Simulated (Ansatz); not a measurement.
**How far is PAW off for C?**

```
C
1.0
     1.23000    0.71014   11.26150
    -1.23000    0.71014   11.26150
     0.00000   -1.42028   11.26150
C
4
Direct
  0.05000 0.05000 0.05000
  0.95000 0.95000 0.95000
  0.28300 0.28300 0.28300
  0.71700 0.71700 0.71700
```

Atom numbers follow the list: C1, C2, C3, C4.

The geometry is COD entry 1000065, unchecked; take it as a test cell. The listed cell was then made from it by scaling, straining or moving an atom.

Methods: DFT, PBEsol, PAW with Ansatz's default frozen-core files, scalar-relativistic (Ansatz 0.2.0); DFT, PBEsol, all-electron PAW with datasets made for the crystal, scalar-relativistic (Ansatz 0.2.0); DFT, PBEsol, all-electron LAPW, scalar-relativistic (Ansatz 0.2.0).

For PAW: a Γ-centred 15×15×15 k mesh, Fermi–Dirac smearing of 0.08 eV, cutoff 420 eV, no spin polarisation; the PAW files were made with PBE, and the program remakes their frozen cores for this functional. The crystal-made all-electron datasets (AE datasets) take a cutoff of 600 eV at this cell. LAPW targets a basis error of 1 meV/atom. The Ansatz runs share mesh, smearing and spin set-up. Plane-wave (PAW) pressures include the program's estimate of the Pulay term.

Stress and pressure are positive in compression.

In a metal, gradients converge slowly with the k mesh: the values move by tens of per cent from one mesh to another, at times in sign, so only the comparison on one mesh counts.

| quantity | PAW | AE datasets | LAPW |
| --- | --- | --- | --- |
| pressure (GPa) | -0.15 | -0.18 | -0.18 |
| stress xx (GPa) | -0.36 | -0.41 | -0.41 |
| stress zz (GPa) | 0.27 | 0.28 | 0.28 |
| force on C1, z (eV/Å) | 0.196 | 0.196 | 0.196 |
| force on C3, z (eV/Å) | 0.165 | 0.165 | 0.165 |
| field gradient Vzz at C1 (10²¹ V/m²) | 2.45 | 2.67 | – |
| field gradient Vzz at C3 (10²¹ V/m²) | 2.37 | 2.59 | – |

PAW's pressure differs from the LAPW value by +0.03 GPa. Datasets made for the crystal and LAPW share parts of one code, so their agreement isn't an independent check.
